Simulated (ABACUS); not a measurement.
## TePb: equation of state with PBEsol

TePb:

```
Pb Te
1.0
     0.00000    3.23100    3.23100
     3.23100    0.00000    3.23100
     3.23100    3.23100    0.00000
Pb Te
1 1
Cartesian
  0.0000 0.0000 0.0000
  3.2310 3.2310 3.2310
```

```
Program             : ABACUS 3.10.1
Task                : equation of state
Functional          : PBEsol
Potentials or basis : GBRV ultrasoft 1.5 PBEsol
Cutoff              : 544 eV
Density cutoff      : 4354 eV
Basis               : plane waves
k mesh              : 6 × 6 × 6
Occupations         : fermi-dirac, width 0.05 eV
Spin                : no spin polarisation
```

The equilibrium volume is 33.34 Å³/atom. The bulk modulus is 45 GPa and the pressure derivative of the bulk modulus is 4.6 (rough: it moves with the points fitted).

Energy against volume, from the lowest point:
| volume (Å³/atom) | energy (meV/atom) |
| --- | --- |
| 31.706 | 12.13 |
| 33.055 | 0.00 |
| 34.404 | 4.17 |
| 35.753 | 21.33 |

All runs of the series together: 58 s on 4 threads of Intel(R) Xeon(R) 6975P-C (Granite Rapids), with other jobs on the host.

Spin-orbit coupling is left out, which matters for the levels of Pb, Te.
